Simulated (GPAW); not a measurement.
Crystal: Au.

```
Au
1.0
     2.74841    0.00000    0.00000
     0.00000    2.74841    0.00000
     0.00000    0.00000    2.74841
Au
1
Direct
  0.50000 0.50000 0.50000
```

The cell was built by a generator and needn't be a form met in nature.

```yaml
Program: GPAW 26.7.0
Task: relaxation of cell and atoms
Functional: PBEsol
Potentials_or_basis: PAW data sets generated in the run's folder for this functional
Cutoff: 600 eV
Basis: pw
k_mesh: 10 × 10 × 10
Occupations: fermi-dirac, width 0.05 eV
Spin: no spin polarisation
```

At the start: pressure -4.4 GPa; volume 20.76 Å³/atom.

**Question.** How do energy, volume and symmetry change on relaxing?

**Answer.** Over 3 steps the energy falls by 11.0 meV/atom and the volume is 19.94 Å³/atom (-4.0 %); space group Pm-3m (No. 221, to 0.05 Å).

Step by step:
```csv
step,energy change (eV),largest force (eV/Å),pressure (GPa),volume (Å³)
1,0.0000,0.0000,-4.39,20.76
2,-0.0094,0.0000,-1.80,20.26
3,-0.0110,0.0000,0.09,19.94
```

Final structure:
```
CELL_PARAMETERS angstrom
2.71148 0.00000 0.00000
0.00000 2.71148 0.00000
0.00000 0.00000 2.71148
ATOMIC_POSITIONS crystal
Au 0.50000 0.50000 0.50000
```

Caveat: with this Au data set, volumes or pressures lay over 1.5 % or 2 GPa off other programs in two to four cells of ten; later steps reuse the first step's grids.
